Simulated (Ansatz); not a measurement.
Set up this calculation in Ansatz 0.2.0, as the native input.

```yaml
Task: single point
Functional: LDA
Potentials_or_basis: Ansatz PAW
Cutoff: "420 eV (not typed: the program's choice for these potentials)"
k_mesh: 10 × 10 × 8
Occupations: gaussian, width 0.1 eV
Spin: no spin polarisation
```

TiB2:

```
Ti B
1.0
     3.02920    0.00000    0.00000
    -1.51460    2.62336    0.00000
     0.00000    0.00000    3.22840
Ti B
1 2
Direct
  0.00000 0.00000 0.00000
  0.66667 0.33333 0.50000
  0.33333 0.66667 0.50000
```

The input as run:

input.yaml

```yaml
crystal:
  lattice:
    - [3.0292, 0.0, 0.0]
    - [-1.5146, 2.6233641531, 0.0]
    - [0.0, 0.0, 3.2284]
  atoms:
    - { symbol: Ti, position: [0.0, 0.0, 0.0] }
    - { symbol: B, position: [0.6666666667, 0.3333333333, 0.5] }
    - { symbol: B, position: [0.3333333333, 0.6666666667, 0.5] }
hamiltonian:
  xc: lda
  pseudopotentials: { kind: paw }
kpoints:
  mp_grid: { grid: [10, 10, 8] }
scf:
  occupations: { method: gaussian, width: 0.1 }
output:
  forces: true
  stress: true
  eigenvalues: true
```

Potentials or basis: Ansatz PAW.

Launch:

```sh
$ ansatz run input.yaml --threads 2 --pin off --max-ram 5632MiB --backend cpu --events-out ev --progress --plain --runs-dir out
```

Results of the run:

```
Pressure               : -11.2 GPa
Band gap on the k mesh : none (metal or under the smearing width)
```

Caveat: the PAW data sets come from PBE, with cores solved anew for the run's functional, which leaves a small shift of forces and pressure.

It took 0.52 s on 2 threads of Intel(R) Xeon(R) 6975P-C (Granite Rapids) (shared host), peak memory 0.37 GiB.
